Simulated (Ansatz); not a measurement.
The system is InSe.

```
In Se
1.0
     4.05000    0.00000    0.00000
    -2.02500    3.50740    0.00000
     0.00000    0.00000   16.93000
In Se
4 4
Direct
  0.66667 0.33333 0.84300
  0.33333 0.66667 0.34300
  0.66667 0.33333 0.65700
  0.33333 0.66667 0.15700
  0.66667 0.33333 0.39800
  0.33333 0.66667 0.89800
  0.66667 0.33333 0.10200
  0.33333 0.66667 0.60200
```

| Property | Result |
| --- | --- |
| Program | Ansatz 0.2.0 |
| Task | relaxation of cell and atoms |
| Functional | PBEsol |
| Potentials or basis | Ansatz PAW |
| Cutoff | 420 eV (not typed: the program's choice for these potentials) |
| k mesh | 8 × 8 × 2 |
| Occupations | fermi-dirac, width 0.05 eV |
| Spin | no spin polarisation |

At the start: volume 30.06 Å³/atom.

**Question.** How do energy, volume and symmetry change on relaxing?

**Answer.** It ends after 7 steps and the volume is 29.53 Å³/atom (-1.8 %); space group P6_3/mmc (No. 194, to 0.05 Å).

The path:
| step | energy change (eV) | largest force (eV/Å) | volume (Å³) |
| --- | --- | --- | --- |
| 1 | 0.0000 | 2.7359 | 240.49 |
| 2 | -1.5819 | 0.2094 | 242.54 |
| 3 | -1.6293 | 0.1369 | 239.19 |
| 4 | -1.6555 | 0.1052 | 235.63 |
| 5 | -1.6575 | 0.0319 | 236.22 |
| 6 | -1.6577 | 0.0013 | 236.24 |
| 7 | -1.6570 | 0.0014 | 236.24 |

Final structure:
```
CELL_PARAMETERS angstrom
4.00654 0.00000 0.00000
-2.00327 3.46976 0.00000
0.00000 0.00000 16.99355
ATOMIC_POSITIONS crystal
In 0.66667 0.33333 0.83169
In 0.33333 0.66667 0.33169
In 0.66667 0.33333 0.66831
In 0.33333 0.66667 0.16831
Se 0.66667 0.33333 0.40690
Se 0.33333 0.66667 0.90690
Se 0.66667 0.33333 0.09310
Se 0.33333 0.66667 0.59310
```

Caveat: the plane-wave basis is chosen anew once the cell has moved, so the energies of steps on either side of that aren't comparable; this functional lacks dispersion, which binds the layers, so the pressure and a relaxed spacing across them are unreliable; the PAW data sets come from PBE, with cores solved anew for the run's functional, which leaves a small shift of forces and pressure.
